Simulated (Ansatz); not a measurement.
PbS:

```xyz
4
Lattice="2.0800 -5.9913 0.0000 2.0800 5.9913 0.0000 0.0000 0.0000 4.2793" Properties=species:S:1:pos:R:3 pbc="T T T"
Pb    2.0800    4.4268    1.0698
Pb    2.0800   -4.4268    3.2095
S     2.0800    1.7399    1.0698
S     2.0800   -1.7399    3.2095
```

Measurements of this composition are mostly on another form, of space group No. 225.

* Program: Ansatz 0.2.0
* Task: relaxation of cell and atoms
* Functional: BHLYP
* Potentials or basis: Ansatz PAW
* Cutoff: 420 eV (not typed: the program's choice for these potentials)
* k mesh: 4 × 4 × 3
* Occupations: fermi-dirac, width 0.05 eV
* Spin: no spin polarisation

At the start: volume 26.66 Å³/atom.

Where does the relaxation end?

It ends after 8 steps and the volume is 30.38 Å³/atom (+13.9 %); space group Cmcm (No. 63, to 0.05 Å).

The path:
| step | energy change (eV) | largest force (eV/Å) | volume (Å³) |
| --- | --- | --- | --- |
| 1 | 0.0000 | 0.1789 | 106.65 |
| 2 | -0.0708 | 0.0435 | 116.39 |
| 3 | -0.0810 | 0.0580 | 117.41 |
| 4 | -0.0842 | 0.0498 | 118.91 |
| 5 | -0.0855 | 0.0340 | 120.48 |
| 6 | -0.0858 | 0.0037 | 121.26 |
| 7 | -0.0858 | 0.0009 | 121.53 |
| 8 | -0.0889 | 0.0005 | 121.53 |

Final structure:
```cif
data_structure
_symmetry_space_group_name_H-M 'P 1'
_symmetry_Int_Tables_number 1
_cell_length_a 6.9772
_cell_length_b 6.9772
_cell_length_c 4.3038
_cell_angle_alpha 90.000
_cell_angle_beta 90.000
_cell_angle_gamma 144.547
_cell_volume 121.53
loop_
_atom_site_label
_atom_site_type_symbol
_atom_site_fract_x
_atom_site_fract_y
_atom_site_fract_z
_atom_site_occupancy
Pb1 Pb 0.14290 0.85710 0.25000 1
Pb2 Pb 0.85710 0.14290 0.75000 1
S1 S 0.34225 0.65775 0.25000 1
S2 S 0.65775 0.34225 0.75000 1
```

Caveat: the k mesh is coarse (spacing up to 0.49 Å⁻¹), so the values aren't converged, least of all with exact exchange; the plane-wave basis is chosen anew once the cell has moved, so the energies of steps on either side of that aren't comparable; the PAW data sets come from PBE, with cores solved anew for the run's functional, which leaves a small shift of forces and pressure.
